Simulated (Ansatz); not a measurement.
NaHF2:

```
CELL_PARAMETERS angstrom
1.73700 1.00286 4.58333
-1.73700 1.00286 4.58333
0.00000 -2.00571 4.58333
ATOMIC_POSITIONS crystal
Na 0.00000 0.00000 0.00000
F 0.58240 0.58240 0.58240
F 0.41760 0.41760 0.41760
H 0.50000 0.50000 0.50000
```

```yaml
Program: Ansatz 0.2.0
Task: relaxation of cell and atoms
Functional: r2SCAN
Dispersion: D3(BJ)
Potentials_or_basis: Ansatz PAW
Cutoff: "500 eV (not typed: the program's choice for these potentials)"
k_mesh: 9 × 9 × 9
Occupations: fermi-dirac, width 0.05 eV
Spin: no spin polarisation
```

At the start: volume 11.98 Å³/atom.

**Question.** Where does the relaxation end?

**Answer.** It ends after 7 steps and the volume is 11.42 Å³/atom (-4.6 %); space group R-3m (No. 166, to 0.05 Å).

Step by step:
| step | energy change (eV) | largest force (eV/Å) | volume (Å³) |
| --- | --- | --- | --- |
| 1 | 0.0000 | 0.1412 | 47.90 |
| 2 | -0.0070 | 0.0782 | 47.18 |
| 3 | -0.0135 | 0.0278 | 45.58 |
| 4 | -0.0135 | 0.0058 | 45.70 |
| 5 | -0.0118 | 0.0050 | 45.70 |
| 6 | -0.0119 | 0.0046 | 45.68 |
| 7 | -0.0119 | 0.0044 | 45.68 |

Final structure:
```cif
data_structure
_symmetry_space_group_name_H-M 'P 1'
_symmetry_Int_Tables_number 1
_cell_length_a 4.9724
_cell_length_b 4.9724
_cell_length_c 4.9724
_cell_angle_alpha 39.954
_cell_angle_beta 39.954
_cell_angle_gamma 39.954
_cell_volume 45.68
loop_
_atom_site_label
_atom_site_type_symbol
_atom_site_fract_x
_atom_site_fract_y
_atom_site_fract_z
_atom_site_occupancy
Na1 Na 0.00000 0.00000 0.00000 1
F1 F 0.58272 0.58272 0.58272 1
F2 F 0.41728 0.41728 0.41728 1
H1 H 0.50000 0.50000 0.50000 1
```

Caveat: the plane-wave basis is chosen anew once the cell has moved, so the energies of steps on either side of that aren't comparable; the PAW data sets come from PBE, with cores solved anew for the run's functional, which leaves a small shift of forces and pressure; the dispersion damping was fitted for another functional or another form of the correction.
